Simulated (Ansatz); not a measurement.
Reactions of `SCOBCl`.

Isolated molecules relaxed with PBE0-D4/def2-TZVP in Ansatz; ΔE leaves out vibrations. CCSD(T)/CBS adds triple-zeta CCSD(T) − MP2 to the extrapolated MP2 energy (def2 sets, frozen cores). This one scheme is used for every species. Functionals use def2-TZVPP. For Br, Se outer-core shells are correlated without core-valence functions, which leaves a few kJ/mol of doubt a bond. Scalar relativity is left out up to krypton. One conformer a species, not always the lowest.

```tsv
reaction	ωB97M-V (eV)	PBE0-D4 (eV)	HF/CBS(def2) (eV)	MP2/CBS(def2) (eV)
`SCOBCl` + `CC(=O)O` → `CC(=O)OBCl` + `OCS`	0.48	0.49	0.41	0.47
`SCOBCl` + `[SiH3][SeH]` → `[SiH3][Se]BCl` + `OCS`	0.83	0.73	0.97	0.68
`SCOBCl` + `BBC` → `BB(C)BCl` + `OCS`	1.59	1.46	1.71	1.58
`SCOBCl` + `FCS` → `FCSCS` + `OBCl`	-0.50	-0.53	-0.34	-0.63
`SCOBCl` + CH₄ → `CCOBCl` + H₂S	-0.10	-0.09	-0.19	-0.09
`SCOBCl` + `O[SiH3]` → `[SiH3]OCS` + `OBCl`	0.00	-0.01	-0.01	0.01
`SCOBCl` + CH₃NH₂ → `CNBCl` + `OCS`	0.00	-0.04	0.06	-0.02
`SCOBCl` + HBr → `ClBBr` + `OCS`	0.75	0.69	0.80	0.65
```

Problem. Give the CCSD(T)/CBS values in the same order. (An estimate is asked.)

Solution. Ansatz gave: 0.45, 0.74, 1.53, -0.54, -0.12, 0.01, -0.01, 0.70 eV.

Largest T1 diagnostic: 0.015, for `CC(=O)O`.
